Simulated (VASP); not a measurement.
Calculation: optB86b-vdW, VASP's PBE PAW potentials (set 64) (plane waves; VASP 6.6.1).

The input files of a VASP run:

POSCAR:
```
CsBr
1
    4.2900000000     0.0000000000     0.0000000000
    0.0000000000     4.2900000000     0.0000000000
    0.0000000000     0.0000000000     4.2900000000
Cs Br
1 1
Direct
  0.0000000000   0.0000000000   0.0000000000
  0.5000000000   0.5000000000   0.5000000000
```

**INCAR**
```
! general
SYSTEM   = CsBr
PREC     = Accurate
ENCUT    = 520   ! plane-wave cut-off (eV)
LREAL    = .FALSE.
LASPH    = .TRUE.   ! aspherical one-centre terms

! electronic loop
EDIFF    = 1E-6   ! SCF stop (eV)
NELM     = 100   ! most electronic steps
ALGO     = Normal
LMAXMIX  = 4   ! l cut-off of mixed one-centre charges

! smearing
ISMEAR   = 0   ! Gaussian
SIGMA    = 0.05

! functional
GGA      = MK
LUSE_VDW = .TRUE.
AGGAC    = 0.0
PARAM1   = 0.1234
PARAM2   = 1.0

! ions
IBRION   = 2
NSW      = 60
ISIF     = 3   ! ions, shape and volume
EDIFFG   = -0.01   ! ionic stop

! output
LWAVE    = .FALSE.
LCHARG   = .FALSE.
```

File KPOINTS:
```
Automatic mesh
0
Gamma
6 6 6
0 0 0
```

POTCAR, in this order: Cs_sv Br (PBE.64 set). Program: vasp_std.

The resulting files:

File OUTCAR:
```
 ion  position               nearest neighbor table
   1  0.000  0.000  0.000-
   2  0.500  0.500  0.500-
  LATTYP: Found a simple cubic cell.
 ALAT       =     4.2900000000
 Subroutine PRICEL returns:
 Original cell was already a primitive cell.
 Subroutine GETGRP returns: Found 48 space group operations
The static configuration has the point symmetry O_h .
The dynamic configuration has the point symmetry O_h .
 Subroutine INISYM returns: Found 48 space group operations
 Subroutine IBZKPT returns following result:
 Found     20 irreducible k-points:

 Following reciprocal coordinates:
            Coordinates               Weight
  0.000000  0.000000  0.000000      1.000000
  0.166667  0.000000  0.000000      6.000000
  0.333333  0.000000  0.000000      6.000000
  0.500000  0.000000  0.000000      3.000000
  0.166667  0.166667  0.000000     12.000000
  0.333333  0.166667  0.000000     24.000000
  0.500000  0.166667  0.000000     12.000000
  0.333333  0.333333  0.000000     12.000000
  0.500000  0.333333  0.000000     12.000000
  0.500000  0.500000  0.000000      3.000000
  0.166667  0.166667  0.166667      8.000000
  0.333333  0.166667  0.166667     24.000000
  0.500000  0.166667  0.166667     12.000000
  0.333333  0.333333  0.166667     24.000000
  0.500000  0.333333  0.166667     24.000000
  0.500000  0.500000  0.166667      6.000000
  0.333333  0.333333  0.333333      8.000000
  0.500000  0.333333  0.333333     12.000000
  0.500000  0.500000  0.333333      6.000000
  0.500000  0.500000  0.500000      1.000000
   k-points           NKPTS =     20   k-points in BZ     NKDIM =     20   number of bands    NBANDS=     12
   number of dos      NEDOS =    301   number of ions     NIONS =      2
   total plane-waves  NPLWV =  32768
   dimension x,y,z NGX =    32 NGY =   32 NGZ =   32
...
```

File OSZICAR:
```
       N       E                     dE             d eps       ncg     rms          rms(c)
DAV:   1     0.991948237111E+02    0.99195E+02   -0.65207E+03   480   0.111E+03
DAV:   2     0.465121469705E+01   -0.94544E+02   -0.88928E+02   748   0.181E+02
DAV:   3    -0.190010699313E+01   -0.65513E+01   -0.65348E+01   600   0.549E+01
DAV:   4    -0.195941674956E+01   -0.59310E-01   -0.59296E-01   548   0.627E+00
DAV:   5    -0.195989530951E+01   -0.47856E-03   -0.47851E-03   600   0.551E-01    0.175E+00
DAV:   6    -0.173374474850E+01    0.22615E+00   -0.35160E-01   536   0.307E+00    0.103E+00
DAV:   7    -0.169752195528E+01    0.36223E-01   -0.17395E-01   616   0.222E+00    0.548E-01
DAV:   8    -0.169968594769E+01   -0.21640E-02   -0.11532E-02   528   0.804E-01    0.923E-02
DAV:   9    -0.170001698174E+01   -0.33103E-03   -0.19202E-03   592   0.284E-01    0.729E-02
DAV:  10    -0.170010215533E+01   -0.85174E-04   -0.14579E-04   544   0.106E-01    0.108E-02
DAV:  11    -0.170010940472E+01   -0.72494E-05   -0.24816E-05   584   0.348E-02    0.399E-03
DAV:  12    -0.170011001596E+01   -0.61124E-06   -0.49961E-06   568   0.149E-02
   1 F= -.17001100E+01 E0= -.17001100E+01  d E =-.170011E+01
       N       E                     dE             d eps       ncg     rms          rms(c)
DAV:   1    -0.170909371792E+01   -0.89843E-02   -0.15457E-01   488   0.254E+00    0.408E-01
DAV:   2    -0.170248457824E+01    0.66091E-02   -0.98138E-03   504   0.589E-01    0.165E-01
DAV:   3    -0.170099060885E+01    0.14940E-02   -0.47104E-03   488   0.405E-01    0.605E-02
DAV:   4    -0.170095734899E+01    0.33260E-04   -0.14832E-04   520   0.799E-02    0.189E-02
DAV:   5    -0.170095696999E+01    0.37901E-06   -0.13431E-05   572   0.244E-02    0.103E-02
DAV:   6    -0.170095726047E+01   -0.29048E-06   -0.90647E-07   332   0.776E-03
   2 F= -.17009573E+01 E0= -.17009573E+01  d E =-.847245E-03
       N       E                     dE             d eps       ncg     rms          rms(c)
DAV:   1    -0.170296557574E+01   -0.20086E-02   -0.35287E-02   488   0.121E+00    0.194E-01
DAV:   2    -0.170146447144E+01    0.15011E-02   -0.22246E-03   504   0.281E-01    0.789E-02
DAV:   3    -0.170112450263E+01    0.33997E-03   -0.10743E-03   488   0.194E-01    0.288E-02
DAV:   4    -0.170111817812E+01    0.63245E-05   -0.33474E-05   512   0.380E-02    0.904E-03
DAV:   5    -0.170111819450E+01   -0.16385E-07   -0.30352E-06   544   0.116E-02
   3 F= -.17011182E+01 E0= -.17011182E+01  d E =-.100818E-02
```

### OUTCAR
```
------------------------ aborting loop because EDIFF is reached ----------------------------------------
  FORCE on cell =-STRESS in cart. coord.  units (eV):
  Direction    XX          YY          ZZ          XY          YZ          ZX
  --------------------------------------------------------------------------------------
  Total       -0.0131599     -0.0131599     -0.0131599      0.0000000      0.0000000      0.0000000
  in kB       -0.2707370     -0.2707370     -0.2707370      0.0000000      0.0000000      0.0000000
  external PRESSURE =      -0.2707370 kB  Pullay stress =       0.0000000 kB
  volume of cell :       77.88
      direct lattice vectors                 reciprocal lattice vectors
     4.270434642  0.000000000  0.000000000     0.234168202 -0.000000000  0.000000000
     0.000000000  4.270434642  0.000000000     0.000000000  0.234168202  0.000000000
    -0.000000000  0.000000000  4.270434642    -0.000000000 -0.000000000  0.234168202
 POSITION                                       TOTAL-FORCE (eV/Angst)
 -----------------------------------------------------------------------------------
      0.00000      0.00000      0.00000         0.000000      0.000000      0.000000
      2.13522      2.13522      2.13522        -0.000000      0.000000      0.000000
 -----------------------------------------------------------------------------------
    total drift:                                0.000000      0.000000     -0.000000
  FREE ENERGIE OF THE ION-ELECTRON SYSTEM (eV)
  ---------------------------------------------------
  free  energy   TOTEN  =        -1.7011181945 eV

  energy  without entropy=       -1.7011181945  energy(sigma->0) =       -1.70111819

 reached required accuracy - stopping structural energy minimisation
```
(Selected blocks of OUTCAR.)

**CONTCAR**
```
CsBr
   1.00000000000000
     4.2704346415583707    0.0000000000000000    0.0000000000000000
     0.0000000000000000    4.2704346415583707    0.0000000000000000
    -0.0000000000000000    0.0000000000000000    4.2704346415583707
  Cs              Br
     1     1
Direct
     0.0000000000000000    0.0000000000000000    0.0000000000000000
     0.5000000000000000    0.5000000000000000    0.5000000000000000
```

The compound is CsBr in the CsCl type structure. This run relaxes it. Symmetry was kept, so distortions that lower it aren't found.
